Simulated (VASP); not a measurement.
A run of VASP 6.6.1 is set up as follows.

INCAR

```
SYSTEM = SnS2
PREC = Accurate
ENCUT = 520
EDIFF = 1E-7
ISMEAR = 0
SIGMA = 0.05
LREAL = .FALSE.
LASPH = .TRUE.
NELM = 100
ALGO = Normal
ISIF = 2
LWAVE = .FALSE.
LCHARG = .FALSE.
GGA = PE
IVDW = 12
IBRION = 2
NSW = 60
EDIFFG = -0.005
KPAR = 2
```

The input KPOINTS:

```
regular mesh
0
G
  10 10 6
  0 0 0
```

File POSCAR:

```
SnS2
1.0
    3.6390000000      0.0000000000      0.0000000000
   -1.8195000000      3.1514664400      0.0000000000
    0.0000000000      0.0000000000      5.7741120000
Sn S
1 2
Direct
    0.0000000000      0.0000000000      0.0000000000
    0.3333333300      0.6666666700      0.2540650400
    0.6666666700      0.3333333300      0.7459349600
```

Potentials or basis: VASP PAW PBE potentials, release 64 (Sn_d, S).

Run with:

```bash
$ cat potpaw_PBE.64/Sn_d/POTCAR potpaw_PBE.64/S/POTCAR > POTCAR
$ mpirun -np 2 vasp_std > vasp.out
```

Q: Predict the dispersion energy per atom.

A: -0.336 eV.

Q: Predict the energy gained by relaxing.

A: 1.4 meV/atom.

Q: Predict the band gap on the k mesh.

A: 1.30 eV, indirect (least direct gap 1.87 eV).

Stress tensor (GPa, compression positive):
```
1.33 0.00 0.00
0.00 1.33 0.00
0.00 0.00 0.37
```

Caveat: spin-orbit coupling is left out, which moves the levels of the heavy elements. A k mesh can miss the band edges.
